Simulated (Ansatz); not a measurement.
## Sr: distorted cells

The calculation used Ansatz, DFT PBEsol, scalar-relativistic, plane waves, PAW.

Plane waves to 420 eV, a k mesh through Γ of 8×8×8 on the computed 4-atom cell and Gaussian smearing (0.10 eV); no spin polarisation.

Reference cell:

```
Sr
1.0
    -4.15850    4.15850    3.57681
     4.15850   -4.15850    3.57681
     4.15850    4.15850   -3.57681
Sr
4
Direct
  0.16455 0.66455 0.82910
  0.83545 0.33545 0.17090
  0.66455 0.83545 0.50000
  0.33545 0.16455 0.50000
```

Each variant moves atoms of this cell by the vectors given, if any (Å), and then applies a symmetric strain (tensor components, Cartesian axes). The reference cell isn't relaxed at this level. Energies are per atom at zero smearing, counted from the lowest variant. Pressure is positive in compression.

1. no strain; moves: Sr4 (0.058, -0.106, 0.089)
2. strain (xx yy zz yz xz xy, %) -1.47 -1.47 1.53 0.00 0.00 0.00; moves: Sr1 (-0.042, -0.042, 0.000); Sr2 (0.042, 0.042, 0.000); Sr3 (0.042, -0.042, 0.000); Sr4 (-0.042, 0.042, 0.000)
3. strain (xx yy zz yz xz xy, %) 2.88 2.88 -0.12 0.00 0.00 0.00; moves: Sr1 (0.032, 0.032, 0.143); Sr2 (-0.032, -0.032, 0.143); Sr3 (-0.032, 0.032, -0.143); Sr4 (0.032, -0.032, -0.143)

(1) Order the variants by energy, lowest first.

(2) Order them by pressure, highest first.

Results:

(1) 1 (0.0 meV/atom), 2 (13.1 meV/atom), 3 (30.5 meV/atom).

(2) 2 (-0.53 GPa), 1 (-0.80 GPa), 3 (-1.13 GPa).

This form isn't the element's structure at ambient conditions.